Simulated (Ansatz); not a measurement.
## Li: elastic constants from stress and strain

```yaml
crystal:
  lattice:
    - [0.00000, 2.16683, 2.16683]
    - [2.16683, 0.00000, 2.16683]
    - [2.16683, 2.16683, 0.00000]
  atoms:
    - { symbol: Li, position: [0.00000, 0.00000, 0.00000] }
```

The cell is the one relaxed in the Materials Project (mp-51), not relaxed further here; entries there can be hypothetical.

Level of theory: DFT, LDA, all-electron LAPW, scalar-relativistic in Ansatz 0.2.0.

Sampling and basis: a Γ-centred 16×16×16 k mesh, Fermi–Dirac smearing of 0.08 eV, basis error target 0.5 meV/atom, no spin polarisation.

The unstrained cell is at -0.94 GPa. Large strains and very small stresses are left out. Each strain is applied once, with fractional coordinates held (clamped ions), and σ below is the change of stress, positive in tension. One finite strain gives stress–strain coefficients at this pressure with an error of the order of the strain times third-order constants, a few per cent for each per cent of strain. In a metal the k mesh adds noise of tens of per cent to soft shears.

Q: Estimate the stiffness probed by this change, and the stress that it gives: z strained by -3 % at fixed volume.

A: σzz − σxx = -0.14 GPa and εzz − εxx = -0.0453, so C11 − C12 = (σzz − σxx)/(εzz − εxx) = 3 GPa.
